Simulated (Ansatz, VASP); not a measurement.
## One calculation of C, two programs

File INCAR:

```
PREC = Accurate
ENCUT = 520
EDIFF = 1E-6
ISMEAR = -1
SIGMA = 0.05
LREAL = False
LASPH = True
NELM = 80
ALGO = Normal
ISIF = 2
LWAVE = False
LCHARG = False
GGA = PE
NBANDS = 8
```

File KPOINTS:

```
regular mesh
0
Gamma
  28 28 28
```

POSCAR

```
C
1.0
    0.0000000000      1.2154552085      1.2154552085
    1.2154552085      0.0000000000      1.2154552085
    1.2154552085      1.2154552085      0.0000000000
C
1
Direct
    0.0000000000      0.0000000000      0.0000000000
```

Input for Ansatz:

```yaml
crystal:
  lattice:
    - [0.0, 1.2154552085, 1.2154552085]
    - [1.2154552085, 0.0, 1.2154552085]
    - [1.2154552085, 1.2154552085, 0.0]
  atoms:
    - { symbol: C, position: [0.0, 0.0, 0.0] }
kpoints:
  mp_grid: { grid: [28, 28, 28] }
scf:
  occupations: { method: fermi_dirac, width: 0.05 }
hamiltonian:
  xc: pbe
  pseudopotentials: { kind: paw }
output:
  forces: true
  stress: true
  eigenvalues: true
```

Change from the starting cell: volume scaled by 0.489, to set the pressure.

Alike in both runs: task single point; functional PBE; k mesh 28 × 28 × 28; occupations fermi-dirac, width 0.05 eV; no spin polarisation.

|  | VASP | Ansatz |
| --- | --- | --- |
| version | VASP 6.6.1 | Ansatz 0.2.0 |
| potentials or method | VASP PAW PBE potentials, release 64 (C) | PAW with Ansatz's default frozen-core files, scalar-relativistic |
| plane-wave cutoff (eV) | 520 | 420 |
| valence electrons in the cell | 4 | 4 |

Ansatz gave:

```
pressure (GPa) : 383.7
```

Task: Estimate VASP's values.

Result: Pressure (GPa): 384.1.

The functional is the same, so the differences come from potentials, cutoffs and numerics.

Caveats: the cell as given lies far from equilibrium; so large a pressure means that the cell lies far from this level's equilibrium, or that cutoff or potentials fall short (VASP).
